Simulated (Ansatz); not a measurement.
The system is KF (Carobbiite).

```
K F
1.0
     0.00000    2.67185    2.67185
     2.67185    0.00000    2.67185
     2.67185    2.67185    0.00000
K F
1 1
Cartesian
  0.0000 0.0000 0.0000
  2.6719 2.6719 2.6719
```

Base run:

* Program: Ansatz 0.2.0
* Functional: PBEsol
* Potentials or basis: all-electron LAPW, scalar-relativistic
* Cutoff: 203 eV
* Density cutoff: 813 eV
* Basis error allowed: 0.001 eV/atom
* k mesh: 9 × 9 × 9
* Occupations: fermi-dirac, width 0.05 eV
* Spin: no spin polarisation

Its results: band gap on the k mesh 6.04 eV, direct; pressure -0.7 GPa.

Question: The run is repeated on the same cell with these changes: functional from PBEsol to LDA; occupations from fermi-dirac, width 0.05 eV to gaussian, width 0.1 eV. What comes out?

Answer: Band gap on the k mesh 5.80 eV, direct; pressure -3.5 GPa.

Caveats: an odd mesh through Γ misses points on the zone boundary, where band edges often lie (some runs).

Not every run made on this cell is shown here.
